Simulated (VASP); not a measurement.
Here is a VASP 6.6.1 calculation.

POSCAR

```
MoSe2
1.0
    3.2880000000      0.0000000000      0.0000000000
   -1.6440000000      2.8474915276      0.0000000000
    0.0000000000      0.0000000000     12.9000000000
Mo Se
2 4
Direct
    0.6666666667      0.3333333333      0.7500000000
    0.3333333333      0.6666666667      0.2500000000
    0.6666666667      0.3333333333      0.3750000000
    0.3333333333      0.6666666667      0.8750000000
    0.6666666667      0.3333333333      0.1250000000
    0.3333333333      0.6666666667      0.6250000000
```

Contents of INCAR.step1:

```
PREC     = Accurate       # precision mode
ENCUT    = 520            # plane-wave cutoff, eV
EDIFF    = 1E-7           # SCF threshold, eV
ISMEAR   = -1             # smearing method
SIGMA    = 0.05           # smearing width, eV
LREAL    = F              # projectors in reciprocal space
LASPH    = T              # aspherical terms in the spheres
NELM     = 80             # most SCF steps
ALGO     = Normal         # electronic algorithm
ISIF     = 2              # what is computed and relaxed
LWAVE    = F              # write WAVECAR
LCHARG   = T              # write CHGCAR
LMAXMIX  = 4              # l up to which the mixer works
GGA      = PE             # functional
NBANDS   = 35             # bands
```

File KPOINTS.step1:

```
Automatic mesh
0
Gamma
  9 9 2
```

The input INCAR.step2:

```
PREC     = Accurate       # precision mode
ENCUT    = 520            # plane-wave cutoff, eV
EDIFF    = 1E-7           # SCF threshold, eV
ISMEAR   = 0              # smearing method
SIGMA    = 0.05           # smearing width, eV
LREAL    = F              # projectors in reciprocal space
LASPH    = T              # aspherical terms in the spheres
NELM     = 80             # most SCF steps
ALGO     = Normal         # electronic algorithm
ISIF     = 2              # what is computed and relaxed
LWAVE    = F              # write WAVECAR
LCHARG   = F              # write CHGCAR
LMAXMIX  = 4              # l up to which the mixer works
GGA      = PE             # functional
NBANDS   = 35             # bands
ICHARG   = 11             # starting density
```

Contents of KPOINTS.step2:

```
path GMKGALHA,LM,KH
10
line-mode
reciprocal
 0.0000000000  0.0000000000  0.0000000000  G
 0.5000000000  0.0000000000  0.0000000000  M

 0.5000000000  0.0000000000  0.0000000000  M
 0.3333333333  0.3333333333  0.0000000000  K

 0.3333333333  0.3333333333  0.0000000000  K
 0.0000000000  0.0000000000  0.0000000000  G

 0.0000000000  0.0000000000  0.0000000000  G
 0.0000000000  0.0000000000  0.5000000000  A

 0.0000000000  0.0000000000  0.5000000000  A
 0.5000000000  0.0000000000  0.5000000000  L

 0.5000000000  0.0000000000  0.5000000000  L
 0.3333333333  0.3333333333  0.5000000000  H

 0.3333333333  0.3333333333  0.5000000000  H
 0.0000000000  0.0000000000  0.5000000000  A

 0.5000000000  0.0000000000  0.5000000000  L
 0.5000000000  0.0000000000  0.0000000000  M

 0.3333333333  0.3333333333  0.0000000000  K
 0.3333333333  0.3333333333  0.5000000000  H
```

Potentials or basis: VASP PAW PBE potentials, release 64 (Mo_sv, Se).

Launch:

```bash
$ cat potpaw_PBE.64/Mo_sv/POTCAR potpaw_PBE.64/Se/POTCAR > POTCAR
$ cp INCAR.step1 INCAR
$ cp KPOINTS.step1 KPOINTS
$ mpirun -np 1 vasp_std > vasp.out
$ cp INCAR.step2 INCAR
$ cp KPOINTS.step2 KPOINTS
$ mpirun -np 1 vasp_std > vasp.out
```

Question: What does it give for the band gap along the path?

Answer: 0.85 eV, indirect (least direct gap 1.38 eV).

Question: Predict the band gap on the k mesh.

Answer: 0.88 eV, indirect (least direct gap 1.38 eV).

Levels at the corners of the path, in eV from the valence-band top:
```tsv
point	band 24	band 25	band 26	band 27	band 28	band 29
Γ	-1.09	-0.88	0.00	2.41	2.41	2.46
M	-1.33	-1.22	-1.21	1.36	1.41	1.73
M	-1.33	-1.22	-1.21	1.36	1.41	1.73
K	-2.46	-0.67	-0.50	0.88	0.88	1.76
K	-2.46	-0.67	-0.50	0.88	0.88	1.76
Γ	-1.09	-0.88	0.00	2.41	2.41	2.46
Γ	-1.09	-0.88	0.00	2.41	2.41	2.46
A	-1.86	-0.20	-0.20	2.42	2.42	2.42
A	-1.86	-0.20	-0.20	2.42	2.42	2.42
L	-1.31	-1.26	-1.26	1.38	1.38	1.87
L	-1.31	-1.26	-1.26	1.38	1.38	1.87
H	-2.61	-0.59	-0.59	0.88	0.88	2.21
H	-2.61	-0.59	-0.59	0.88	0.88	2.21
A	-1.86	-0.20	-0.20	2.42	2.42	2.42
L	-1.31	-1.26	-1.26	1.38	1.38	1.87
M	-1.33	-1.22	-1.21	1.36	1.41	1.73
K	-2.46	-0.67	-0.50	0.88	0.88	1.76
H	-2.61	-0.59	-0.59	0.88	0.88	2.21
```

Caveat: the log is that of the step along the path at fixed density, whose energy, stress, charges and moments have no meaning. A hybrid or GW would open this gap; PBE tends to underestimate it.
